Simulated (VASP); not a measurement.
# CsPbCl3 (Pm-3m) in VASP: equation of state, part 2 of 2

VASP 6.6.1. Earlier steps stand in the parts before.

## Step 4: Equation of state, PBEsol, 34.51 Å³/atom (volume scaled by 0.98)

Input file INCAR:

```
PREC = Accurate
ENCUT = 520
EDIFF = 1E-7
ISMEAR = -1
SIGMA = 0.05
LREAL = F
LASPH = T
NELM = 80
ALGO = Normal
ISIF = 2
LWAVE = F
LCHARG = F
GGA = PS
NBANDS = 30
KPAR = 2
```

Input file KPOINTS:

```
regular mesh
0
Gamma
  5 5 5
```

Input file POSCAR:

```
CsPbCl3
1.0
    5.5673814169      0.0000000000      0.0000000000
    0.0000000000      5.5673814169      0.0000000000
    0.0000000000      0.0000000000      5.5673814169
Pb Cs Cl
1 1 3
Direct
    0.5000000000      0.5000000000      0.5000000000
    0.0000000000      0.0000000000      0.0000000000
    0.5000000000      0.0000000000      0.5000000000
    0.0000000000      0.5000000000      0.5000000000
    0.5000000000      0.5000000000      0.0000000000
```

Command:

```sh
$ cat potpaw_PBE.64/Pb_d/POTCAR potpaw_PBE.64/Cs_sv/POTCAR potpaw_PBE.64/Cl/POTCAR > POTCAR
$ mpirun -np 2 vasp_std > vasp.out
```

It took 18 s on 2 MPI ranks of Intel Xeon Platinum 8559C (Emerald Rapids), shared host; peak memory 0.26 GiB.

Results (log left out):

```yaml
Free_energy: -18.3805 eV
Pressure: 0.7 GPa
Band_gap_on_the_k_mesh: 2.81 eV, direct
```

Caveat: the PAW data sets were made with another functional, which shifts forces and pressure a little; spin-orbit coupling is left out, which as a rule narrows the gap of such compounds by several tenths of an eV; an odd mesh through Γ misses points on the zone boundary, where band edges often lie.

## Step 5: Equation of state, PBEsol, 35.92 Å³/atom (volume scaled by 1.02)

INCAR is that of step 4.

KPOINTS is that of step 4.

POSCAR: that of step 4 with these lines changed.

```diff
@@ -2,5 +2,5 @@
 1.0
-    5.5673814169      0.0000000000      0.0000000000
-    0.0000000000      5.5673814169      0.0000000000
-    0.0000000000      0.0000000000      5.5673814169
+    5.6421202871      0.0000000000      0.0000000000
+    0.0000000000      5.6421202871      0.0000000000
+    0.0000000000      0.0000000000      5.6421202871
 Pb Cs Cl
```

Potentials or basis: VASP PAW PBE potentials, release 64 (Pb_d, Cs_sv, Cl).

Command:

```sh
$ cat potpaw_PBE.64/Pb_d/POTCAR potpaw_PBE.64/Cs_sv/POTCAR potpaw_PBE.64/Cl/POTCAR > POTCAR
$ mpirun -np 2 vasp_std > vasp.out
```

OUTCAR:

```text
PREC = Accurate
   ENCUT = 520
   EDIFF = 1E-7
   ISMEAR = -1
   LREAL = F
   LASPH = T
   NELM = 80
   ISIF = 2
   GGA = PS

 Found     10 irreducible k-points:

 Following reciprocal coordinates:
            Coordinates               Weight
  0.000000  0.000000  0.000000      1.000000
  0.200000  0.000000  0.000000      6.000000
  0.400000  0.000000  0.000000      6.000000
[... 279 lines left out ...]
  FORCE on cell =-STRESS in cart. coord.  units (eV):
  Direction    XX          YY          ZZ          XY          YZ          ZX
  --------------------------------------------------------------------------------------
  -------------------------------------------------------------------------------------
  Total       -0.4179225     -0.4179225     -0.4179225      0.0000000     -0.0000000     -0.0000000
  in kB       -3.7280290     -3.7280290     -3.7280290      0.0000000     -0.0000000     -0.0000000
  external PRESSURE =      -3.7280290 kB  Pullay stress =       0.0000000 kB

 VOLUME and BASIS-vectors are now :
 -----------------------------------------------------------------------------
  energy-cutoff  :      520.00
  volume of cell :      179.61
      direct lattice vectors                 reciprocal lattice vectors
     5.642120287  0.000000000  0.000000000     0.177238334  0.000000000  0.000000000
     0.000000000  5.642120287  0.000000000     0.000000000  0.177238334  0.000000000
     0.000000000  0.000000000  5.642120287     0.000000000  0.000000000  0.177238334

 POSITION                                       TOTAL-FORCE (eV/Angst)
 -----------------------------------------------------------------------------------
      2.82106      2.82106      2.82106         0.000000      0.000000      0.000000
      0.00000      0.00000      0.00000         0.000000      0.000000      0.000000
      2.82106      0.00000      2.82106         0.000000      0.000000      0.000000
      0.00000      2.82106      2.82106         0.000000      0.000000      0.000000
      2.82106      2.82106      0.00000         0.000000      0.000000      0.000000
 -----------------------------------------------------------------------------------
    total drift:                                0.000000     -0.000000     -0.000000

  FREE ENERGIE OF THE ION-ELECTRON SYSTEM (eV)
  ---------------------------------------------------
  free  energy   TOTEN  =       -18.3880174300 eV

  energy  without entropy=      -18.3880174300  energy(sigma->0) =      -18.38801743
```

OSZICAR:

```text
N       E                     dE             d eps       ncg     rms          rms(c)
DAV:   1     0.408892258914E+03    0.40889E+03   -0.19258E+04   600   0.133E+03
DAV:   2     0.336450462869E+02   -0.37525E+03   -0.35705E+03   696   0.318E+02
DAV:   3    -0.171593022780E+02   -0.50804E+02   -0.50197E+02   776   0.123E+02
DAV:   4    -0.190297453630E+02   -0.18704E+01   -0.18645E+01   726   0.290E+01
DAV:   5    -0.191114886809E+02   -0.81743E-01   -0.81719E-01   804   0.565E+00    0.521E+00
DAV:   6    -0.184135398381E+02    0.69795E+00   -0.12508E+00   828   0.127E+01    0.328E+00
DAV:   7    -0.183794318403E+02    0.34108E-01   -0.49922E-01   904   0.417E+00    0.160E+00
DAV:   8    -0.183881673325E+02   -0.87355E-02   -0.65320E-02   822   0.198E+00    0.253E-01
DAV:   9    -0.183874760245E+02    0.69131E-03   -0.12910E-02   920   0.897E-01    0.126E-01
DAV:  10    -0.183879182829E+02   -0.44226E-03   -0.13659E-03   762   0.235E-01    0.453E-02
DAV:  11    -0.183880127075E+02   -0.94425E-04   -0.18395E-04   806   0.944E-02    0.871E-03
DAV:  12    -0.183880171675E+02   -0.44600E-05   -0.23600E-05   826   0.495E-02    0.356E-03
DAV:  13    -0.183880173480E+02   -0.18052E-06   -0.17099E-06   834   0.107E-02    0.183E-03
DAV:  14    -0.183880174300E+02   -0.81984E-07   -0.40946E-07   700   0.598E-03
   1 F= -.18388017E+02 E0= -.18388017E+02  d E =-.176210E-10
```

stdout:

```text
POSCAR found type information on POSCAR PbCsCl
 POSCAR found :  3 types and       5 ions
 scaLAPACK will be used
 -----------------------------------------------------------------------------
|                                                                             |
|                                                                             |
|     You enforced a specific xc type in the INCAR file but a different       |
|     I HOPE YOU KNOW WHAT YOU ARE DOING!                                     |
|                                                                             |
 -----------------------------------------------------------------------------

 LDA part: xc-table for (Slater+PW92), standard interpolation
 POSCAR, INCAR and KPOINTS ok, starting setup
 FFT: planning ... GRIDC
 FFT: planning ... GRID_SOFT
 FFT: planning ... GRID
 WAVECAR not read
 entering main loop
```

Wall time 20 s (2 MPI ranks of Intel Xeon Platinum 8559C (Emerald Rapids), shared host); peak memory 0.27 GiB.

Results:

```yaml
Free_energy: -18.3880 eV
Pressure: -0.4 GPa
Band_gap_on_the_k_mesh: 2.90 eV, direct
```

Caveat: the PAW data sets were made with another functional, which shifts forces and pressure a little; spin-orbit coupling is left out, which as a rule narrows the gap of such compounds by several tenths of an eV; an odd mesh through Γ misses points on the zone boundary, where band edges often lie.

## Step 6: Equation of state, PBEsol, 36.63 Å³/atom (volume scaled by 1.04)

INCAR is that of step 5.

KPOINTS is that of step 5.

POSCAR: that of step 5 with these lines changed.

```diff
@@ -2,5 +2,5 @@
 1.0
-    5.6421202871      0.0000000000      0.0000000000
-    0.0000000000      5.6421202871      0.0000000000
-    0.0000000000      0.0000000000      5.6421202871
+    5.6787584584      0.0000000000      0.0000000000
+    0.0000000000      5.6787584584      0.0000000000
+    0.0000000000      0.0000000000      5.6787584584
 Pb Cs Cl
```

Potentials or basis: VASP PAW PBE potentials, release 64 (Pb_d, Cs_sv, Cl).

Command:

```sh
$ cat potpaw_PBE.64/Pb_d/POTCAR potpaw_PBE.64/Cs_sv/POTCAR potpaw_PBE.64/Cl/POTCAR > POTCAR
$ mpirun -np 2 vasp_std > vasp.out
```

It took 20 s on 2 MPI ranks of Intel Xeon Platinum 8559C (Emerald Rapids), shared host; peak memory 0.27 GiB.

Results (log left out):

```yaml
Free_energy: -18.3760 eV
Pressure: -0.8 GPa
Band_gap_on_the_k_mesh: 2.94 eV, direct
```

Caveat: the PAW data sets were made with another functional, which shifts forces and pressure a little; spin-orbit coupling is left out, which as a rule narrows the gap of such compounds by several tenths of an eV; an odd mesh through Γ misses points on the zone boundary, where band edges often lie.

## Step 7: Equation of state, PBEsol, 37.33 Å³/atom (volume scaled by 1.06)

INCAR is that of step 6.

KPOINTS is that of step 6.

POSCAR: that of step 6 with these lines changed.

```diff
@@ -2,5 +2,5 @@
 1.0
-    5.6787584584      0.0000000000      0.0000000000
-    0.0000000000      5.6787584584      0.0000000000
-    0.0000000000      0.0000000000      5.6787584584
+    5.7149298697      0.0000000000      0.0000000000
+    0.0000000000      5.7149298697      0.0000000000
+    0.0000000000      0.0000000000      5.7149298697
 Pb Cs Cl
```

Command:

```sh
$ cat potpaw_PBE.64/Pb_d/POTCAR potpaw_PBE.64/Cs_sv/POTCAR potpaw_PBE.64/Cl/POTCAR > POTCAR
$ mpirun -np 2 vasp_std > vasp.out
```

It took 21 s on 2 MPI ranks of Intel Xeon Platinum 8559C (Emerald Rapids), shared host; peak memory 0.33 GiB.

It converged, with:

```
Free energy            : -18.3550 eV
Pressure               : -1.2 GPa
Band gap on the k mesh : 2.98 eV, direct
```

Caveat: the PAW data sets were made with another functional, which shifts forces and pressure a little; spin-orbit coupling is left out, which as a rule narrows the gap of such compounds by several tenths of an eV; an odd mesh through Γ misses points on the zone boundary, where band edges often lie.

## Step 8: Equation of state, PBEsol

Potentials or basis: VASP PAW PBE potentials, release 64 (Pb_d, Cs_sv, Cl).

This step only gathers the single runs of the series.

What came out:

| Quantity | Value |
| --- | --- |
| Equilibrium volume | 35.44 Å³/atom |
| Bulk modulus | 25 GPa |
| Pressure derivative of the bulk modulus | 4.6 |

Energy against volume, from the lowest point:
```tsv
volume (Å³/atom)	energy (meV/atom)
33.104	13.54
33.809	6.30
34.513	1.88
35.217	0.00
35.922	0.38
36.626	2.78
37.330	6.99
```

Caveat: the PAW data sets were made with another functional, which shifts forces and pressure a little. Spin-orbit coupling is left out, which matters for the levels of Cs, Pb.
